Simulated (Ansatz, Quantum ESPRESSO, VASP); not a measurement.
## Te2Mo: programs and potentials compared

```
Te Mo
1.0
     3.51820    0.00000    0.00000
    -1.75910    3.04685    0.00000
     0.00000    0.00000   13.97360
Te Mo
4 2
Direct
  0.66667 0.33333 0.37900
  0.33333 0.66667 0.87900
  0.66667 0.33333 0.12100
  0.33333 0.66667 0.62100
  0.66667 0.33333 0.75000
  0.33333 0.66667 0.25000
```

Alike in all runs: task band structure; functional LDA; k mesh 9 × 9 × 2; occupations fermi-dirac, width 0.05 eV; no spin polarisation; no spin-orbit coupling. LDA stands for any of its common fits. Pressure is positive in compression and, in plane waves, holds the error of the finite cutoff, which Ansatz's Pulay term estimates and takes out. Gaps are the smaller of the mesh's and the band path's.

| program and potentials | plane-wave cutoff (eV) | notes | band gap (eV) | pressure (GPa) | largest force (eV/Å) |
| --- | --- | --- | --- | --- | --- |
| Ansatz, Ansatz PAW | 420 | potentials made for PBE, which Ansatz adapts in part; 15.33 valence electrons an atom on average; Pulay term of +0.04 GPa included | 0.68 | -3.03 | 0.293 |
| Quantum ESPRESSO, GBRV 1.5 LDA | 612 | 8.67 valence electrons an atom on average | 0.65 | -2.06 | 0.139 |
| VASP, LDA PAW files Mo_sv, Te, 520 eV | 520 | 8.67 valence electrons an atom on average | ? | ? | ? |

Task: Estimate from the other rows what the run with VASP, LDA PAW files Mo_sv, Te, 520 eV gave.

Result: Band gap 0.67 eV; pressure -2.80 GPa; largest force 0.240 eV/Å. The other rows, which needn't bracket it: band gap 0.65 to 0.68; pressure -3.03 to -2.06; largest force 0.139 to 0.293.
